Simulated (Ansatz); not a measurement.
CdSe (NiAs type) was relaxed with 5 functionals in the plane-wave code Ansatz, cell and atoms free, the symmetry of the start kept (meshes: PBE 12×12×4, r2SCAN 6×6×4, PBEsol 6×6×4, LDA 6×6×4, HSE06 6×6×2). Spin-unpolarised throughout. Whether this structure exists isn't addressed.

The LDA result:
```cif
data_structure
_symmetry_space_group_name_H-M 'P6_3/mmc'
_symmetry_Int_Tables_number 194
_cell_length_a 3.9468
_cell_length_b 3.9468
_cell_length_c 6.4929
_cell_angle_alpha 90.000
_cell_angle_beta 90.000
_cell_angle_gamma 120.000
_cell_volume 87.59
loop_
_atom_site_label
_atom_site_type_symbol
_atom_site_symmetry_multiplicity
_atom_site_Wyckoff_symbol
_atom_site_fract_x
_atom_site_fract_y
_atom_site_fract_z
_atom_site_occupancy
Cd1 Cd 2 a 0.00000 0.00000 0.00000 1
Se1 Se 2 c 0.33333 0.66667 0.25000 1
```

The symmetry is P6_3/mmc (No. 194, hexagonal); a = 3.947 Å, c = 6.493 Å in the conventional setting, 21.90 Å³ an atom. Around Cd lie 6 Se at 2.80 Å; around Se lie 6 Cd at 2.80 Å.

Task: What lattice does PBEsol give?

Result: a = 3.990 Å, c = 6.570 Å; the volume differs by +3.4 % from LDA's. Cd is surrounded by 6 Se at 2.83 Å; Se is surrounded by 6 Cd at 2.83 Å.

Task: How does the cell change with PBE?

Result: a = 4.063 Å, c = 6.697 Å; the volume differs by +9.3 % from LDA's. Cd is surrounded by 6 Se at 2.88 Å; Se is surrounded by 6 Cd at 2.88 Å.

Task: Held at the r2SCAN cell, what mean stress do LDA and PBE find, and does its sign point to their own minimum?

Result: Yes. LDA -4.24 GPa, and its relaxed volume is -6.0 % from r2SCAN's; PBE +1.74 GPa, and its relaxed volume is +2.8 % from r2SCAN's. Compression counts positive, so a positive stress asks for a larger cell.
